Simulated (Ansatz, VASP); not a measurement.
# CaO (Lime) in two plane-wave programs

Aim: how closely do two programs agree when they are given the same cell, functional and k mesh? The structure shown is the end of the Ansatz relaxation below.

Main program and level: Ansatz 0.2.0; plane waves, with VASP 6.6.1 beside it; single point at LDA.

## (1) Set-up

It takes space group I4/mmm (No. 139, tetragonal). Conventional cell: a = 3.295 Å, b = 3.295 Å, c = 4.731 Å, α = 90.00°, β = 90.00°, γ = 90.00°. Nearest to O lie 6 Ca at 2.33 to 2.37 Å. Ca has 6 O at 2.33 to 2.37 Å nearest. Farther neighbours and most contacts between anions are not listed.

## (2) Ansatz: relaxation, LDA

Ansatz runs on its PAW soft_1 files.

This run makes the geometry at which the two programs are then compared.

input.yaml

```yaml
crystal:
  lattice:
    - [0.0, 2.3301437466, 2.3536805521]
    - [2.3301437466, 0.0, 2.3536805521]
    - [2.3301437466, 2.3301437466, 0.0]
  atoms:
    - { symbol: O, position: [0.5, 0.5, 0.5] }
    - { symbol: Ca, position: [0.0, 0.0, 0.0] }
  conventional_axes: [[-1, 1, 1], [1, -1, 1], [1, 1, -1]]
kpoints:
  mp_grid: { grid: [8, 8, 8] }
hamiltonian:
  xc: lda
  pseudopotentials: { kind: paw, azcp: { folder: soft_1 }, xc_functional: pbe }
scf:
  occupations: { method: fixed }
output:
  forces: true
  stress: true
  eigenvalues: true
relax:
  adjacent_minimum: "off"
  f_tol: 0.001
  max_steps: 60
  cell: { stress_tol: 0.01, fix: [a, b, gamma] }
```

The run is started by

```bash
ansatz run input.yaml --threads 4 --pin off --max-ram 10240MiB --backend cpu --events-out ev --progress --plain --runs-dir out
```

Numbers of over 12 decimals in the logs are rounded to 6 here.

What it wrote:

```text
Engine: ansatz 0.2.0, x86_64-unknown-linux-gnu
Pseudopotentials: kind: paw
Pseudopotential: O, paw, valence charge 6, recommended cutoff 420 eV (normal), soft_1/O.paw.azcp
Pseudopotential: Ca, paw, valence charge 10, recommended cutoff 420 eV (normal), soft_1/Ca.paw.azcp
Functional definition: SPW92
  exchange = slater_x
  correlation = pw_c
Crystal: 2 atoms, lattice volume = 25.559 Å³
Basis set: ecut = 420 eV, 531 PW (Γ)
Bands: 12, of which v1, the nominal top of the filled ones, is band 8 counted from 1 (7 counted from 0)
Symmetry: 16 space group operations
Space group: I4/mmm (ITA 139), of the structure as read, at distance tolerance 2.9e-5 Å
k-points: 59 of 512
Non-local potential: O, projectors of the file, l = 0: 2, l = 1: 2, l = 2: 1
Non-local potential: Ca, projectors of the file, l = 0: 3, l = 1: 2, l = 2: 2
PAW form: soft (Blöchl's): semilocal exchange-correlation on the pseudo side does not see the compensation charge
PAW frozen core: O, regenerated for the run's functional, and the local potential with it (the file was generated under x = pbe(κ = 0.804, μ = 0.219515), c = pbe(β = 0.066725))
PAW frozen core: Ca, regenerated for the run's functional, and the local potential with it (the file was generated under x = pbe(κ = 0.804, μ = 0.219515), c = pbe(β = 0.066725))
PAW one-centre angular grid: O, 110 points (default); XC on 64 Gauss nodes
PAW one-centre angular grid: Ca, 110 points (default); XC on 64 Gauss nodes
Initial density: superposition of atomic densities (chi_scale 0.1, normalization cell, long waves kept (reshape's long-wave potential 0.00 eV rms))
Initial wavefunctions: pseudopotential atomic-orbital guess
Functional: x = slater, c = lda
SCF iter   1: F=—  HF=-2332.323889 eV  |F-HF|=—  |Δ(HF+E_count)|=         —  Δρ=1.09e-1  dr2=2.75e0  ethr=3.10e-3  ⟨swp⟩=4.0  Hψ=4151  notcnv=0  defer=10
preconditioner: auto → none  [insulator: Δε(μ)=1.870 eV  Ē_g=17.767 eV  n_scr=8 (ndim 8)  ℏωp=27.5 eV  f_vac=0.000  ε∞_Penn≈3.4]
SCF iter   2: F=—  HF=-2332.128672 eV  |F-HF|=—  |Δ(HF+E_count)|=   1.95e-1  Δρ=9.57e-2  dr2=2.14e0  ethr=3.10e-3  ⟨swp⟩=3.0  Hψ=1984  notcnv=0  defer=95
SCF iter   3: F=—  HF=-2331.634021 eV  |F-HF|=—  |Δ(HF+E_count)|=   4.95e-1  Δρ=1.59e-2  dr2=5.52e-2  ethr=3.10e-3  ⟨swp⟩=2.8  Hψ=1222  notcnv=0  defer=39
SCF iter   4: F=—  HF=-2331.641371 eV  |F-HF|=—  |Δ(HF+E_count)|=   7.35e-3  Δρ=4.48e-3  dr2=3.10e-3  ethr=3.45e-4  ⟨swp⟩=2.3  Hψ=1236  notcnv=0  defer=110
SCF iter   5: F=—  HF=-2331.642523 eV  |F-HF|=—  |Δ(HF+E_count)|=   1.15e-3  Δρ=6.59e-4  dr2=7.11e-5  ethr=1.94e-5  ⟨swp⟩=2.7  Hψ=1152  notcnv=0  defer=117
SCF iter   6: F=—  HF=-2331.642507 eV  |F-HF|=—  |Δ(HF+E_count)|=   1.68e-5  Δρ=4.03e-5  dr2=9.46e-8  ethr=6.25e-10  ⟨swp⟩=6.1  Hψ=4924  notcnv=0
SCF iter   7: F=-2331.642507 eV  HF=-2331.642507 eV  |F-HF|=1.60e-8  |Δ(HF+E_count)|=   2.47e-8  Δρ=1.06e-5  dr2=2.17e-8  ethr=5.91e-10  ⟨swp⟩=3.0  Hψ=3450  notcnv=0
SCF 1 converged in 7 iterations: F = -2331.642507 eV  dr2 = 2.17e-8
  greatest PAW one-centre occupation: 0.996 electrons in one spin orbital (limit 2), on the Ca atom at site 1 (counted from 0), in its partial waves of l = 0
relax step   1: F+E_penalty+E_count = -2331.64250669 eV  Δ(F+E_penalty+E_count) = +0.000e0 eV  max|allowed force component| = 9.447e-29 eV/Å  Δτ_max = 0.0000 Å  P = +2.737 GPa  Ω = 25.559 Å³  fix = [a, b, gamma]  reactions: a +3.464, b +3.464 GPa  (7 SCF iters, dr2 threshold 1.00e-7 eV, accepted)
[...]
relax step   2: F+E_penalty+E_count = -2331.64273871 eV  Δ(F+E_penalty+E_count) = -2.320e-4 eV  max|allowed force component| = 1.775e-30 eV/Å  Δτ_max = 0.0000 Å  P = +2.249 GPa  Ω = 25.650 Å³  energy of the carried Pulay correction = -2.221e-4 eV  fix = [a, b, gamma]  reactions: a +3.215, b +3.215 GPa  (4 SCF iters, dr2 threshold 2.00e-7 eV, accepted)
[...]
relax step   3: F+E_penalty+E_count = -2331.64269662 eV  Δ(F+E_penalty+E_count) = +4.210e-5 eV  max|allowed force component| = 5.916e-30 eV/Å  Δτ_max = 0.0000 Å  P = +2.093 GPa  Ω = 25.680 Å³  energy of the carried Pulay correction = -2.946e-4 eV  fix = [a, b, gamma]  reactions: a +3.135, b +3.135 GPa  (4 SCF iters, dr2 threshold 2.00e-7 eV, accepted)
[...]
relax step   4: F+E_penalty+E_count = -2331.64300870 eV  Δ(F+E_penalty+E_count) = -3.121e-4 eV  max|allowed force component| = 3.599e-30 eV/Å  Δτ_max = 0.0000 Å  P = +2.114 GPa  Ω = 25.680 Å³  fix = [a, b, gamma]  reactions: a +3.147, b +3.147 GPa  stress off target by 4.78e-2 GPa on what of the cell is left free  SCF on the basis re-selected at this cell (its energy is not comparable with the rows above)  (6 SCF iters)
[...]
relax step   5: F+E_penalty+E_count = -2331.64299813 eV  Δ(F+E_penalty+E_count) = +1.057e-5 eV  max|allowed force component| = 2.021e-29 eV/Å  Δτ_max = 0.0000 Å  P = +2.091 GPa  Ω = 25.685 Å³  energy of the carried Pulay correction = -1.128e-5 eV  fix = [a, b, gamma]  reactions: a +3.135, b +3.135 GPa  (4 SCF iters, dr2 threshold 5.71e-9 eV, accepted)
[...]
relax step   6: F+E_penalty+E_count = -2331.64300172 eV  Δ(F+E_penalty+E_count) = -3.586e-6 eV  max|allowed force component| = 2.514e-29 eV/Å  Δτ_max = 0.0000 Å  P = +2.091 GPa  Ω = 25.685 Å³  fix = [a, b, gamma]  reactions: a +3.135, b +3.135 GPa  stress off target by 1.76e-3 GPa on what of the cell is left free  SCF on the basis re-selected at this cell (its energy is not comparable with the rows above)  (5 SCF iters)
basis re-selected at this cell: Δ(F+E_penalty+E_count) = -3.586e-6 eV, ΔP = +0.000 GPa vs the last step (what re-selecting the basis moved, of the pressure what is left beyond the Pulay correction that the steps carried, after the strain that the cell walked since its last selection, with what the two solves' SCF thresholds leave and, on support functions, any second-order correction that the steps lacked; it is no m [...]
SCF converged after 5 iterations
Free energy (F): -2331.643002 eV
Harris-Foulkes:  -2331.643002 eV  (|F-HF|=4.55e-13)
Internal energy: -2331.643002 eV  (E = F + TS)
E sigma→0 (E₀):  -2331.643002 eV
Fermi energy:    8.205819 eV
--- Per-component energies (eV) ---
  E_band       = -88.194038
  E_kinetic    = 425.887479
  E_local      = -852.517140  (includes V_loc(G=0)·N_el)
  E_nonlocal   = 148.030354
  E_hartree    = 279.927466
  E_xc         = -199.153082
  E_vxc        = -251.790853  (∫ρ·V_xc dr)
  E_paw        = -974.718938  (= ΣΔE_a)
  E_vpaw       = -117.659598  (= ΣTr[D̂ρ^β])
  E_aug_tail   = 0.000783  (compensation charges beyond the density's cutoff)
  E_ewald      = -1159.480011
  E_core_change = 0.380088  (= ΣΔE_core)
  E_smearing   = -0.000000  (= −TS)
  E_closure    = -0.000000  (closes the sum)
  Σ components = -2331.643002   (vs F -2331.643002, Δ=0.00e0)
--- Forces (eV/Å), atoms counted from 1 ---
  atom   1  O     -0.00000000     0.00000000     0.00000000
  atom   2  Ca     0.00000000     0.00000000    -0.00000000
  max |Σ_I F_I| component: 4.12e-29 eV/Å
--- Stress (GPa, compression-positive) ---
        3.135449       0.000000      -0.000000
        0.000000       3.135449      -0.000000
       -0.000000      -0.000000       0.001762
  P = ⅓ Tr σ = 2.0909 GPa (20.909 kbar)
--- Band table (eV; the first three rows and the last of 59) ---
  k-point 0: bands = [... 4 lower, -7.1684, 8.1569, 8.2058, 8.2058, 13.4026, 14.4167, 14.5317, 14.5317]
  k-point 1: bands = [... 4 lower, -6.8392, 7.6152, 7.9303, 7.9567, 14.0933, 14.4568, 14.7625, 14.8215]
  k-point 2: bands = [... 4 lower, -6.2335, 6.5253, 7.4134, 7.4295, 14.5547, 15.5518, 15.5869, 15.5900]
  k-point 58: bands = [... 4 lower, -6.9345, 6.8611, 7.8662, 7.8662, 11.6597, 16.7973, 17.5188, 18.2528]
--- Relaxed structure (4 steps of the walk, 4 accepted, 2 SCFs on fresh bases) ---
  F+E_penalty+E_count = -2331.64300172 eV   max|allowed force component| = 2.514e-29 eV/Å   (the final SCF, on the basis selected at the relaxed cell)
  cell:  # Å, volume = 25.6847 Å³
    - [0, 2.3301437466, 2.365259]
    - [2.3301437466, 0, 2.365259]
    - [2.3301437466, 2.3301437466, 0]
  atoms:
    - { symbol: O, position: [0.5, 0.5, 0.500000] }
    - { symbol: Ca, position: [0, 0, 0] }
```

Reading the cycles: dr2 is the Hartree energy of the density residual (eV), the measure of convergence; HF is the Harris–Foulkes estimate of the energy, which meets the free energy F at convergence.

## (3) VASP: single point, LDA, pair 1

The same cell, functional (in two slightly different forms) and mesh now go to VASP, with its own data sets.

Lines of VASP's logs that name or quote its potential files are left out, and so is its time.

INCAR

```
SYSTEM = CaO
PREC = Accurate
ENCUT = 600
EDIFF = 1E-06
NELM = 120
ISMEAR = 0
SIGMA = 0.01
LREAL = .FALSE.
ALGO = Normal
GGA = CA
NBANDS = 14
LORBIT = 11
LWAVE = .FALSE.
LCHARG = .FALSE.
ISIF = 2
LASPH = .TRUE.
GGA_COMPAT = .FALSE.
EFERMI = MIDGAP
```

POSCAR

```
CaO
1.0
    0.0000000000      2.3301437466      2.3652593254
    2.3301437466      0.0000000000      2.3652593254
    2.3301437466      2.3301437466      0.0000000000
O Ca
1 1
Direct
    0.5000000000      0.5000000000      0.5000000000
    0.0000000000      0.0000000000      0.0000000000
```

KPOINTS

```
Automatic mesh
0
Gamma
8 8 8
0 0 0
```

Potentials, in the order of the species: O and Ca_sv (LDA family, release 64).

The run is started by

```bash
mpirun -np 1 vasp_std
```

What it wrote:

```text
[banner, memory and clock lines left out]
running    1 mpi-ranks, on    1 nodes
 distrk:  each k-point on    1 cores,    1 groups
 distr:  one band on    1 cores,    1 groups

 POSCAR found type information on POSCAR O Ca
 POSCAR found :  2 types and       2 ions
 LDA part: xc-table for (Slater(with rela. corr.)+CA(PZ))
 , standard interpolation
 POSCAR, INCAR and KPOINTS ok, starting setup
 FFT: planning ... GRIDC
 FFT: planning ... GRID_SOFT
 FFT: planning ... GRID
 WAVECAR not read
 entering main loop
       N       E                     dE             d eps       ncg     rms          rms(c)
DAV:   1     0.135131111981E+03    0.13513E+03   -0.93474E+03  1652   0.132E+03
DAV:   2    -0.977951943540E+01   -0.14491E+03   -0.13418E+03  2004   0.320E+02
DAV:   3    -0.157458660375E+02   -0.59663E+01   -0.59223E+01  1950   0.682E+01
DAV:   4    -0.159385068039E+02   -0.19264E+00   -0.19249E+00  2360   0.106E+01
DAV:   5    -0.159399881343E+02   -0.14813E-02   -0.14811E-02  1928   0.107E+00    0.847E+00
DAV:   6    -0.143419337845E+02    0.15981E+01   -0.53709E+00  1770   0.235E+01    0.358E+00
DAV:   7    -0.142488184913E+02    0.93115E-01   -0.50560E-01  2080   0.755E+00    0.176E+00
DAV:   8    -0.142154454459E+02    0.33373E-01   -0.74453E-02  2044   0.285E+00    0.288E-01
DAV:   9    -0.142148393773E+02    0.60607E-03   -0.60899E-03  2074   0.582E-01    0.103E-01
DAV:  10    -0.142149823188E+02   -0.14294E-03   -0.34329E-04  1982   0.220E-01    0.392E-02
DAV:  11    -0.142149596741E+02    0.22645E-04   -0.49355E-05  2312   0.815E-02    0.687E-03
DAV:  12    -0.142149590992E+02    0.57490E-06   -0.39593E-06  1746   0.221E-02
   1 F= -.14214959E+02 E0= -.14214959E+02  d E =0.000000E+00
```

From OUTCAR (step 3):

```text
ion  position               nearest neighbor table
   1  0.500  0.500  0.500-   2 2.33   2 2.33   2 2.33   2 2.33   2 2.37   2 2.37
   2  0.000  0.000  0.000-   1 2.33   1 2.33   1 2.33   1 2.33   1 2.37   1 2.37

  LATTYP: Found a body centered tetragonal cell.
 ALAT       =     3.2953208887
 C/A-ratio  =     1.4355259504

 Subroutine GETGRP returns: Found 16 space group operations
 (whereof 16 operations were pure point group operations)

The static configuration has the point symmetry D_4h.

 Found     59 irreducible k-points:

   k-points           NKPTS =     59   k-points in BZ     NKDIM =     59   number of bands    NBANDS=     14

   dimension x,y,z NGX =    28 NGY =   28 NGZ =   28
   dimension x,y,z NGXF=    56 NGYF=   56 NGZF=   56

   ENCUT  =  600.0 eV  44.10 Ry    6.64 a.u.   6.63  6.63  6.58*2*pi/ulx,y,z

   NELECT =      16.0000    total number of electrons

 k-points in reciprocal lattice and weights: Automatic mesh
   0.00000000  0.00000000  0.00000000       0.002
   0.12500000  0.00000000  0.00000000       0.016
   0.25000000  0.00000000  0.00000000       0.016
   0.37500000  0.00000000  0.00000000       0.016
   0.50000000  0.00000000  0.00000000       0.008
   0.12500000  0.12500000  0.00000000       0.004
   0.25000000  0.12500000  0.00000000       0.016
   0.37500000  0.12500000  0.00000000       0.016
   0.50000000  0.12500000  0.00000000       0.016
[...]
-0.37500000  0.12500000  0.50000000       0.008
  -0.25000000  0.25000000  0.50000000       0.004

 average (electrostatic) potential at core
       1 -70.9608       2 -42.9805

 E-fermi :   4.1868

 k-point     1 :       0.0000    0.0000    0.0000
  band No.  band energies     occupation
    ...
      4     -15.2583      2.00000
      5     -12.8786      2.00000
      6       2.4495      2.00000
      7       2.4997      2.00000
      8       2.4997      2.00000
      9       7.6899      0.00000
     10       8.6890      0.00000
     11       8.8043      0.00000
     12       8.8043      0.00000
     13      10.4087      0.00000
    ...

 k-point     2 :       0.1250    0.0000    0.0000
  band No.  band energies     occupation
    ...
      4     -15.2669      2.00000
      5     -12.5427      2.00000
      6       1.9051      2.00000
      7       2.2203      2.00000
      8       2.2473      2.00000
      9       8.3804      0.00000
     10       8.7328      0.00000
     11       9.0373      0.00000
     12       9.0964      0.00000
     13      10.8332      0.00000
    ...

 k-point     3 :       0.2500    0.0000    0.0000
  band No.  band energies     occupation
    ...
      4     -15.2874      2.00000
      5     -11.9284      2.00000
      6       0.8102      2.00000
      7       1.6977      2.00000
      8       1.7143      2.00000
      9       8.8349      0.00000
     10       9.8329      0.00000
     11       9.8675      0.00000
     12       9.8779      0.00000
     13      11.8456      0.00000
    ...

  Total        0.6580307      0.6580307      0.1321643      0.0000000      0.0000000      0.0000000
  in kB       41.0471047     41.0471047      8.2442373      0.0000000      0.0000000      0.0000000
  external PRESSURE =      30.1128156 kB  Pullay stress =       0.0000000 kB

  energy-cutoff  :      600.00
  volume of cell :       25.68
      direct lattice vectors                 reciprocal lattice vectors
     0.000000000  2.330143747  2.365259325    -0.214579036  0.214579036  0.211393311
     2.330143747  0.000000000  2.365259325     0.214579036 -0.214579036  0.211393311
     2.330143747  2.330143747  0.000000000     0.214579036  0.214579036 -0.211393311

 POSITION                                       TOTAL-FORCE (eV/Angst)
 -----------------------------------------------------------------------------------
      2.33014      2.33014      2.36526        -0.000000      0.000000      0.000000
      0.00000      0.00000      0.00000         0.000000     -0.000000     -0.000000
 -----------------------------------------------------------------------------------
    total drift:                                0.000000      0.000000      0.000000

  FREE ENERGIE OF THE ION-ELECTRON SYSTEM (eV)
  ---------------------------------------------------
  free  energy   TOTEN  =       -14.2149590992 eV

  energy  without entropy=      -14.2149590992  energy(sigma->0) =      -14.21495910

 total charge
# of ion       s       p       d       tot
------------------------------------------
    1        1.538   3.461   0.000   4.999
    2        2.048   5.888   0.352   8.288
--------------------------------------------------
tot          3.585   9.349   0.352  13.287

[... 3 further parts left out ...]
```

The run ends at a pressure of 3.01 GPa.

## (4) Differences

Known differences besides the potentials themselves: the two LDA forms differ slightly; fixed occupations in Ansatz, narrow Gaussian smearing in VASP; the cutoff is 420 eV in Ansatz and 600 eV in VASP; VASP's log shows a relativistic correction to its local exchange, Ansatz's none; Ansatz's pressure holds a Pulay correction, VASP's none. Total energies have different zeros and are not compared.

Both answers:

| quantity | Ansatz | VASP | difference |
| --- | --- | --- | --- |
| pressure (GPa) | 2.09 | 3.01 | -0.92 |
| gap on the k mesh (eV) | 3.405 | 3.374 | +0.030 |

A gap on the mesh is an upper bound, since the band edges may lie between its points.

## (5) Ansatz: relaxation, LDA

This run makes the geometry at which the two programs are then compared. The cell compared in this pair holds 26.48 Å³, against 25.68 Å³ for the pair before.

The structure compared here is the end of the Ansatz relaxation.

input.yaml, as its differences from that of step 2:

```diff
@@ -2,5 +2,5 @@
   lattice:
-    - [0.0, 2.3301437466, 2.3536805521]
-    - [2.3301437466, 0.0, 2.3536805521]
-    - [2.3301437466, 2.3301437466, 0.0]
+    - [0.0, 2.3772173576, 2.3536805521]
+    - [2.3772173576, 0.0, 2.3536805521]
+    - [2.3772173576, 2.3772173576, 0.0]
   atoms:
```

The run is started by

```bash
ansatz run input.yaml --threads 4 --pin off --max-ram 10240MiB --backend cpu --events-out ev --progress --plain --runs-dir out
```

What it wrote:

```text
[...]
Crystal: 2 atoms, lattice volume = 26.602 Å³
Basis set: ecut = 420 eV, 531 PW (Γ)
Bands: 12, of which v1, the nominal top of the filled ones, is band 8 counted from 1 (7 counted from 0)
Symmetry: 16 space group operations
[...]
k-points: 59 of 512
[...]
k-point 58: bands = [... 4 lower, -7.2279, 6.6080, 7.4379, 7.4379, 11.2569, 16.2252, 16.9841, 17.6941]
--- Relaxed structure (4 steps of the walk, 4 accepted, 2 SCFs on fresh bases) ---
[...]
cell:  # Å, volume = 26.4759 Å³
    - [0.0, 2.3772173576, 2.342520]
    - [2.3772173576, 0.0, 2.342520]
    - [2.3772173576, 2.3772173576, 0.0]
  atoms:
    - { symbol: O, position: [0.500000, 0.500000, 0.5] }
    - { symbol: Ca, position: [0, 0, 0] }
[key lines of the parts left out:]
SCF converged after 6 iterations
Free energy (F): -2331.643413 eV
Fermi energy:    7.860077 eV
P = ⅓ Tr σ = -1.8295 GPa (-18.295 kbar)
```

## (6) VASP: single point, LDA, pair 2

The same cell, functional (in two slightly different forms) and mesh now go to VASP, with its own data sets.

INCAR is that of step 3.

POSCAR

```
CaO
1.0
    0.0000000000      2.3772173576      2.3425200098
    2.3772173576      0.0000000000      2.3425200098
    2.3772173576      2.3772173576      0.0000000000
O Ca
1 1
Direct
    0.5000000000      0.5000000000      0.5000000000
    0.0000000000      0.0000000000      0.0000000000
```

KPOINTS is that of step 3.

The run is started by

```bash
mpirun -np 1 vasp_std
```

What it wrote:

```text
[... set-up lines as in an earlier step ...]
 entering main loop
       N       E                     dE             d eps       ncg     rms          rms(c)
DAV:   1     0.133475251962E+03    0.13348E+03   -0.93087E+03  1652   0.132E+03
DAV:   2    -0.984565113459E+01   -0.14332E+03   -0.13429E+03  2060   0.319E+02
DAV:   3    -0.157355052618E+02   -0.58899E+01   -0.58507E+01  1814   0.675E+01
DAV:   4    -0.159326408008E+02   -0.19714E+00   -0.19689E+00  2498   0.105E+01
[...]
DAV:  10    -0.142211445290E+02   -0.15310E-03   -0.34059E-04  1920   0.222E-01    0.424E-02
DAV:  11    -0.142211174757E+02    0.27053E-04   -0.50204E-05  2282   0.831E-02    0.631E-03
DAV:  12    -0.142211171211E+02    0.35465E-06   -0.39780E-06  1778   0.210E-02
   1 F= -.14221117E+02 E0= -.14221117E+02  d E =0.000000E+00
```

(Part 1 of 2 ends here.)

[Lines on the potential files, build, host, timing and source positions are cut from VASP's logs without a mark.]

[Logs are printed without paths, hosts, clocks, repeated set-up lines and the standing remarks that a program may print on its own settings, such as how far it seeks lower states.]

[Hosts, paths, dates, database ids (printed as entryN), source tags and the programs' standing remarks are cut or masked in the printed files.]
